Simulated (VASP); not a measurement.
# SnS2 (Berndtite-2T) (P-3m1) in VASP: further runs

Aim: see how the results for SnS2 (Berndtite-2T) move with the level of theory and the settings. Levels: rev-vdW-DF2, PBE. Tasks: relaxation of cell and atoms.

Everything below comes from runs of VASP 6.6.1. Logs are shortened: lines on timing, memory, paths and dates and some standing lists are left out, and cuts for length are marked.

**1. The structure**

The structure is trigonal, space group P-3m1 (No. 164). The conventional cell has a = 3.688 Å, b = 3.688 Å, c = 5.885 Å, α = 90.00°, β = 90.00°, γ = 120.00°. Sn (site symmetry -3m) has 6 S at 2.60 Å as nearest neighbours. S (site symmetry 3m) is surrounded by 3 Sn at 2.60 Å.

**2. Relaxation of cell and atoms, rev-vdW-DF2**

Input file INCAR:

```
PREC = Accurate ; ENCUT = 600
EDIFF = 1E-7 ; ISMEAR = 0
SIGMA = 0.03 ; LREAL = False
LASPH = True ; NELM = 80
ALGO = Normal ; ISIF = 3
LWAVE = False ; LCHARG = False
GGA = MK ; LUSE_VDW = True
AGGAC = 0.0 ; PARAM1 = 0.1234
PARAM2 = 0.711357 ; ZAB_VDW = -1.8867
IBRION = 2 ; NSW = 90
EDIFFG = -0.005 ; KPAR = 2
```

Input file KPOINTS:

```
Automatic mesh
0
Gamma
  9 9 5
```

Input file POSCAR:

```
SnS2                                    
1.0
    3.6876449861      0.0000000000     -0.0000000000
   -1.8438224931      3.1935942382      0.0000000000
   -0.0000000000      0.0000000000      5.8846165927
  Sn              S             
     1     2
Direct
     1.0000000000000000    0.0000000000000000    1.0000000000000000
     0.3333333332999970    0.6666666667000030    0.2521217544105292
     0.6666666667000030    0.3333333332999970    0.7478782455894709
```

Potentials or basis: VASP PAW PBE potentials, release 64 (Sn_d, S).

On the command line:

```console
> cat potpaw_PBE.64/Sn_d/POTCAR potpaw_PBE.64/S/POTCAR > POTCAR
> mpirun -np 2 vasp_std > vasp.out
```

OUTCAR:

```text
PREC = Accurate
   ENCUT = 600
   EDIFF = 1E-7
   ISMEAR = 0
   LREAL = False
   LASPH = True
   NELM = 80
   ISIF = 3
   GGA = MK
   IBRION = 2
   NSW = 90
   EDIFFG = -0.005

 ion  position               nearest neighbor table
   1  0.000  0.000  0.000-   2 2.60   3 2.60   3 2.60   2 2.60   3 2.60   2 2.60
   2  0.333  0.667  0.252-   1 2.60   1 2.60   1 2.60
   3  0.667  0.333  0.748-   1 2.60   1 2.60   1 2.60

  LATTYP: Found a hexagonal cell.
 ALAT       =     3.6876449861
 C/A-ratio  =     1.5957654858

  Lattice vectors:

 A1 = (   3.6876449861,   0.0000000000,   0.0000000000)
 A2 = (  -1.8438224931,   3.1935942382,   0.0000000000)
 A3 = (   0.0000000000,   0.0000000000,   5.8846165927)

Analysis of symmetry for initial positions (statically):
=====================================================================
 Subroutine PRICEL returns:
 Original cell was already a primitive cell.

 Routine SETGRP: Setting up the symmetry group for a
 hexagonal supercell.

 Subroutine GETGRP returns: Found 12 space group operations
 (whereof 12 operations were pure point group operations)
 out of a pool of 24 trial point group operations.

The static configuration has the point symmetry D_3d.

Analysis of symmetry for dynamics (positions and initial velocities):
=====================================================================
 Subroutine PRICEL returns:
 Original cell was already a primitive cell.

 Routine SETGRP: Setting up the symmetry group for a
 hexagonal supercell.

 Subroutine GETGRP returns: Found 12 space group operations
 (whereof 12 operations were pure point group operations)
 out of a pool of 24 trial point group operations.

The dynamic configuration has the point symmetry D_3d.

 Subroutine INISYM returns: Found 12 space group operations
 (whereof 12 operations are pure point group operations),
 and found     1 'primitive' translations

----------------------------------------------------------------------------------------

                                     Primitive cell

  volume of cell :      69.3022

  direct lattice vectors                    reciprocal lattice vectors
     3.687644986  0.000000000  0.000000000     0.271175779  0.156563409  0.000000000
    -1.843822493  3.193594238  0.000000000     0.000000000  0.313126817  0.000000000
     0.000000000  0.000000000  5.884616593     0.000000000  0.000000000  0.169934606

  length of vectors
     3.687644986  3.687644986  5.884616593     0.313126817  0.313126817  0.169934606

  position of ions in fractional coordinates (direct lattice)
     0.000000000  0.000000000  0.000000000
     0.333333333  0.666666667  0.252121754
     0.666666667  0.333333333  0.747878246

  ion indices of the primitive-cell ions
   primitive index   ion index
                 1           1
                 2           2
                 3           3

----------------------------------------------------------------------------------------

 KPOINTS: Automatic mesh

Automatic generation of k-mesh.
 Grid dimensions read from file:
 generate k-points for:    9    9    5

 Generating k-lattice:

  Cartesian coordinates                     Fractional coordinates (reciprocal lattice)
     0.030130642  0.017395934  0.000000000     0.111111111  0.000000000  0.000000000
     0.000000000  0.034791869  0.000000000     0.000000000  0.111111111  0.000000000
     0.000000000  0.000000000  0.033986921     0.000000000  0.000000000  0.200000000

  Length of vectors
     0.034791869  0.034791869  0.033986921

  Shift w.r.t. Gamma in fractional coordinates (k-lattice)
     0.000000000  0.000000000  0.000000000

 Subroutine IBZKPT returns following result:
 ===========================================

 Found     50 irreducible k-points:

 Following reciprocal coordinates:
            Coordinates               Weight
  0.000000  0.000000  0.000000      1.000000
  0.111111  0.000000  0.000000      6.000000
  0.222222 -0.000000  0.000000      6.000000
  0.333333 -0.000000  0.000000      6.000000
  0.444444 -0.000000  0.000000      6.000000
  0.111111  0.111111  0.000000      6.000000
[... 16 lines left out ...]
  0.222222  0.111111  0.200000     12.000000
 -0.111111  0.333333  0.200000     12.000000
 [... further k-points ...]
   k-points           NKPTS =     50   k-points in BZ     NKDIM =     50   number of bands    NBANDS=     17
   number of dos      NEDOS =    301   number of ions     NIONS =      3
   total plane-waves  NPLWV =  43200
   dimension x,y,z NGX =    30 NGY =   30 NGZ =   48
   dimension x,y,z NGXF=    60 NGYF=   60 NGZF=   96
   ions per type =               1   2
   NGX,Y,Z   is equivalent  to a cutoff of  13.52, 13.52, 13.56 a.u.
   NGXF,Y,Z  is equivalent  to a cutoff of  27.05, 27.05, 27.12 a.u.
 SYSTEM =  unknown system
   PREC   = accura    normal or accurate (medium, high low for compatibility)
   ISTART =      0    job   : 0-new  1-cont  2-samecut
   ICHARG =      2    charge: 1-file 2-atom 10-const
   ISPIN  =      1    spin polarized calculation?
   LNONCOLLINEAR =      F non collinear calculations
   LSORBIT =      F    spin-orbit coupling
   LASPH  =      T    aspherical Exc in radial PAW
   ENCUT  =  600.0 eV  44.10 Ry    6.64 a.u.   7.37  7.37 11.75*2*pi/ulx,y,z
   NELM   =     80;   NELMIN=  2; NELMDL= -5     # of ELM steps
   EDIFF  = 0.1E-06   stopping-criterion for ELM
   LREAL  =      F    real-space projection
   EDIFFG = -.5E-02   stopping-criterion for IOM
   NSW    =     90    number of steps for IOM
   IBRION =      2    ionic relax: 0-MD 1-quasi-New 2-CG
   NFREE  =      1    steps in history (QN), initial steepest desc. (CG)
   ISIF   =      3    stress and relaxation
   ISYM   =      2    0-nonsym 1-usesym 2-fastsym
   POTIM  = 0.5000    time-step for ionic-motion
   TEBEG  =    0.0;   TEEND  =   0.0 temperature during run
   PSTRESS=    0.0 pullay stress
   NELECT =      26.0000    total number of electrons
   NUPDOWN=      -1.0000    fix difference up-down
   EMIN   =  10.00;   EMAX   =-10.00  energy-range for DOS
   EFERMI =   0.00;   METHOD = LEGACY
   ISMEAR =     0;   SIGMA  =   0.03  broadening in eV -4-tet -1-fermi 0-gaus
   EFERMI_NEDOS =   21; number of points for ismear=-14 and -15
   IALGO  =     38    algorithm
   IMIX   =      4    mixing-type and parameters
     AMIX     =   0.40;   BMIX     =  1.00
     AMIX_MAG =   1.60;   BMIX_MAG =  1.00
  volume/ion in A,a.u.               =      23.10       155.89
  Fermi-wavevector in a.u.,A,eV,Ry     =   1.180729  2.231255 18.968171  1.394121
  Thomas-Fermi vector in A             =   2.317016
   LORBIT       =      0    0 simple, 1 ext, 2 COOP (PROOUT), +10 PAW based schemes
   GGA     = MK    functional components
   LHFCALC =     F    Hartree Fock is set to
   AEXX    =    0.0000 exact exchange contribution
   IVDW_NL    =     1    kernel type
   BPARAM     = 6.3000
   IVDW    =     0    specifies the selected vdW correction
   LEPSILON=     F    determine dielectric tensor
   LRPA    =     F    only Hartree local field effects (RPA)
 conjugate gradient relaxation of ions
 non-spin polarized calculation
 Gauss-broadening in eV      SIGMA  =   0.03
  energy-cutoff  :      600.00
  volume of cell :       69.30
 maximum number of plane-waves:      2329
 NGX is ok and might be reduce to    30
   NGX = 15   NGY = 15   NGZ = 23

--------------------------------------- Ionic step        1  -------------------------------------------

 number of electron      25.9999997 magnetization

 Free energy of the ion-electron system (eV)
  ---------------------------------------------------
  ext. energy  EPLUGINS =         0.00000000
  ---------------------------------------------------
  free energy    TOTEN  =        -7.81778565 eV

  energy without entropy =       -7.81778565  energy(sigma->0) =       -7.81778565

------------------------ aborting loop because EDIFF is reached ----------------------------------------

  FORCE on cell =-STRESS in cart. coord.  units (eV):
  Direction    XX          YY          ZZ          XY          YZ          ZX
  --------------------------------------------------------------------------------------
  -------------------------------------------------------------------------------------
  Total       -0.0182658     -0.0182658     -0.0329465      0.0000000      0.0000000      0.0000000
  in kB       -0.4222824     -0.4222824     -0.7616802      0.0000000      0.0000000      0.0000000
  external PRESSURE =      -0.5354150 kB  Pullay stress =       0.0000000 kB
[... 141 lines left out ...]
Total vdW correction in eV:      3.9211807

--------------------------------------- Ionic step        5  -------------------------------------------

 number of electron      25.9999997 magnetization

 Free energy of the ion-electron system (eV)
  ---------------------------------------------------
  ext. energy  EPLUGINS =         0.00000000
  ---------------------------------------------------
  free energy    TOTEN  =        -7.81780728 eV

  energy without entropy =       -7.81780728  energy(sigma->0) =       -7.81780728

 E-fermi :   4.5883     XC(G=0):  -9.6794

 val. band max:        4.4585218795   @ k =   0.0000   0.0000   0.0000
 cond. band min:       5.6874048323   @ k =   0.0000   0.4444   0.4000
 fundamental gap:      1.2288829528
 Fermi energy:         4.5883241481

 k-point     1 :       0.0000    0.0000    0.0000
  band No.  band energies     occupation
      1     -16.5169      2.00000
      2     -16.5169      2.00000
      3     -16.4758      2.00000
      4     -16.4528      2.00000
      5     -16.4528      2.00000
      6      -9.1948      2.00000
[... 9 lines left out ...]
     16       9.7194      0.00000
     17       9.7194      0.00000
[... 443 lines left out ...]
      1     -16.5526      2.00000
      2     -16.4965      2.00000
      3     -16.4722      2.00000
      4     -16.4529      2.00000
      5     -16.4355      2.00000
      6      -8.2595      2.00000
[... 9 lines left out ...]
     16      10.1790      0.00000
     17      11.2850      0.00000

 [... further k-points ...]

------------------------ aborting loop because EDIFF is reached ----------------------------------------

  FORCE on cell =-STRESS in cart. coord.  units (eV):
  Direction    XX          YY          ZZ          XY          YZ          ZX
  --------------------------------------------------------------------------------------
  -------------------------------------------------------------------------------------
  Total        0.0026960      0.0026960     -0.0013388     -0.0000000      0.0000000      0.0000000
  in kB        0.0624050      0.0624050     -0.0309901     -0.0000000      0.0000000      0.0000000
  external PRESSURE =       0.0312733 kB  Pullay stress =       0.0000000 kB
[... 18 lines left out ...]
  FREE ENERGIE OF THE ION-ELECTRON SYSTEM (eV)
  ---------------------------------------------------
  free  energy   TOTEN  =        -7.8178072755 eV

  energy  without entropy=       -7.8178072755  energy(sigma->0) =       -7.81780728

Total vdW correction in eV:      3.9206045

 reached required accuracy - stopping structural energy minimisation
```

Run time: 6.7 min. Hardware: 2 MPI ranks of Intel Xeon Platinum 8259CL at 2.50GHz (Skylake/Cascade Lake), shared host; peak memory 0.48 GiB.

What came out:

- Free energy: -7.8178 eV
- Relaxed volume: 23.07 Å³/atom
- Relaxed cell: a = 3.687 Å, b = 3.687 Å, c = 5.879 Å, α = 90.00°, β = 90.00°, γ = 120.00°
- Space group after relaxing (to 0.05 Å): P-3m1 (No. 164)
- Energy gained by relaxing: 0.0 meV/atom
- Ionic steps: 5
- Pressure after relaxing: 0.0 GPa
- Largest force after relaxing: 0.004 eV/Å
- Band gap on the k mesh: 1.23 eV, indirect (least direct gap 1.57 eV)

Forces on the atoms (eV/Å):
```
Sn   0.000  0.000  0.000
S    0.000  0.000  0.004
S    0.000  0.000 -0.004
```

Final structure:
```cif
data_structure
_symmetry_space_group_name_H-M 'P 1'
_symmetry_Int_Tables_number 1
_cell_length_a 3.6873
_cell_length_b 3.6873
_cell_length_c 5.8785
_cell_angle_alpha 90.000
_cell_angle_beta 90.000
_cell_angle_gamma 120.000
_cell_volume 69.22
loop_
_atom_site_label
_atom_site_type_symbol
_atom_site_fract_x
_atom_site_fract_y
_atom_site_fract_z
_atom_site_occupancy
Sn1 Sn 0.00000 0.00000 0.00000 1
S1 S 0.33333 0.66667 0.25228 1
S2 S 0.66667 0.33333 0.74772 1
```

Levels at points of the mesh, in eV from the valence-band top:
```
           k point  band 11  band 12  band 13  band 14  band 15  band 16
(0.00, 0.00, 0.00)    -0.43    -0.43     0.00     1.57     3.51     5.26
```

Caveat: the PAW data sets were made with another functional, which shifts forces and pressure a little; spin-orbit coupling is left out, which moves the levels of the heavy elements; an odd mesh through Γ misses points on the zone boundary, where band edges often lie.

[end of part 1 of 2]
